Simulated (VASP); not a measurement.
Something may be wrong with this VASP 6.6.1 calculation of LiH.

Contents of INCAR:

```
SYSTEM = LiH
PREC = Accurate
ENCUT = 520
EDIFF = 1E-7
ISMEAR = -1
SIGMA = 0.05
LREAL = .FALSE.
LASPH = .TRUE.
NELM = 52
ALGO = Normal
ISIF = 2
LWAVE = .FALSE.
LCHARG = .FALSE.
GGA = PE
NBANDS = 9
```

KPOINTS

```
Automatic mesh
0
G
  1 1 1
  0 0 0
```

Contents of POSCAR:

```
LiH
1.0
    2.5069900000     -0.0501398000      0.0000000000
   -0.0501398000      2.5069900000      0.0000000000
    0.0000000000      0.0000000000      2.5069900000
Li H
1 1
Direct
    0.5000000000      0.5000000000      0.5000000000
    0.0000000000      0.0000000000      0.0000000000
```

Potentials or basis: VASP PAW PBE potentials, release 64 (Li_sv, H).

The run is started by

```sh
$ cat potpaw_PBE.64/Li_sv/POTCAR potpaw_PBE.64/H/POTCAR > POTCAR
$ mpirun -np 1 vasp_std > vasp.out
```

OUTCAR:

```text
SYSTEM = LiH
   PREC = Accurate
   ENCUT = 520
   EDIFF = 1E-7
   ISMEAR = -1
   LREAL = .FALSE.
   LASPH = .TRUE.
   NELM = 52
   ISIF = 2
   GGA = PE

 ion  position               nearest neighbor table
   1  0.500  0.500  0.500-
   2  0.000  0.000  0.000-

  LATTYP: Found a base centered orthorhombic cell.
 ALAT       =     3.4745108736
 B/A-ratio  =     1.0408163265
 C/A-ratio  =     0.7215375318
[... 168 lines left out ...]

  FORCE on cell =-STRESS in cart. coord.  units (eV):
  Direction    XX          YY          ZZ          XY          YZ          ZX
  --------------------------------------------------------------------------------------
  -------------------------------------------------------------------------------------
  Total       -4.2542084     -4.2542084     -4.2438404      0.1855401      0.0000000      0.0000000
  in kB     -432.7581901   -432.7581901   -431.7035046     18.8740189      0.0000000      0.0000000
  external PRESSURE =    -432.4066283 kB  Pullay stress =       0.0000000 kB

 VOLUME and BASIS-vectors are now :
 -----------------------------------------------------------------------------
  energy-cutoff  :      520.00
  volume of cell :       15.75
      direct lattice vectors                 reciprocal lattice vectors
     2.506990000 -0.050139800  0.000000000     0.399044336  0.007980887  0.000000000
    -0.050139800  2.506990000  0.000000000     0.007980887  0.399044336  0.000000000
     0.000000000  0.000000000  2.506990000     0.000000000  0.000000000  0.398884718

 POSITION                                       TOTAL-FORCE (eV/Angst)
 -----------------------------------------------------------------------------------
      1.22843      1.22843      1.25350        -0.000000     -0.000000      0.000000
      0.00000      0.00000      0.00000         0.000000      0.000000      0.000000
 -----------------------------------------------------------------------------------
    total drift:                               -0.000000      0.000000      0.000000

  FREE ENERGIE OF THE ION-ELECTRON SYSTEM (eV)
  ---------------------------------------------------
  free  energy   TOTEN  =       -12.8334197951 eV

  energy  without entropy=      -12.8334197951  energy(sigma->0) =      -12.83341980
```

On the terminal:

```text
POSCAR found type information on POSCAR LiH
 POSCAR found :  2 types and       2 ions
 scaLAPACK will be used
 LDA part: xc-table for (Slater+PW92), standard interpolation
 POSCAR, INCAR and KPOINTS ok, starting setup
 FFT: planning ... GRIDC
 FFT: planning ... GRID_SOFT
 FFT: planning ... GRID
 WAVECAR not read
 entering main loop
```

Q: Diagnose the run.

A: Self-consistency was reached. The input holds a flaw that was put in on purpose: one k point for a small cell (k = 1 × 1 × 1). The program doesn't stop on it, so the numbers can't be trusted though the run ends normally.
